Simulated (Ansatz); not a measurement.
## TiO2: enthalpy against pressure

TiO2, P4_2/mnm, a = 4.643 Å, c = 2.964 Å. The compound has several low-lying forms, and this is one of them. Ansatz: PBE, PAW, 420 eV, Γ-centred 6×6×10 mesh on 6 atoms, Gaussian smearing 0.02 eV; no spin polarisation. Cell and atoms are relaxed at each pressure, and no other structure is tried, so the rows at high pressure may lie past a change of phase. y is the enthalpy over the state at zero pressure; there V0 = 10.650 Å³/atom. The pressures are the targets, met within 0.06 GPa.

```tsv
P (GPa)	y (eV/atom)
-2.0	-0.1336
0.0	0.0000
2.0	0.1323
5.0	0.3285
10.0	0.6499
20.0	?
40.0	2.4644
```

Problem. Fit y = c1 P + c2 P² + c3 P³ to the other rows, say what c1 and c2 mean, and predict the missing value.

Solution. Least squares on the rows shown. y = 0.066467 P − 0.00015656 P² + 8.7851×10⁻⁷ P³. Since dH/dP = V, c1 is V0: 0.066467 eV/GPa × 160.2 = 10.648 Å³ against 10.650; c2 = −V0/(2B0) gives B0 = 212 GPa, where a Birch–Murnaghan fit to the volumes of the same runs (not shown) gives 203 GPa: a cubic over this range folds the higher terms into c2. At P = 20.0 the fit asked for gives 1.2737 eV/atom. The run gave 1.2744 eV/atom, so the fit is 0.0007 eV/atom too low, 0.027 % of the span of the series, against an rms of 0.00002 eV/atom on the fitted rows. With a term in P⁴ added, a fit to the same known rows predicts 1.2746 eV/atom, so most of the miss is curvature that the known rows already hold.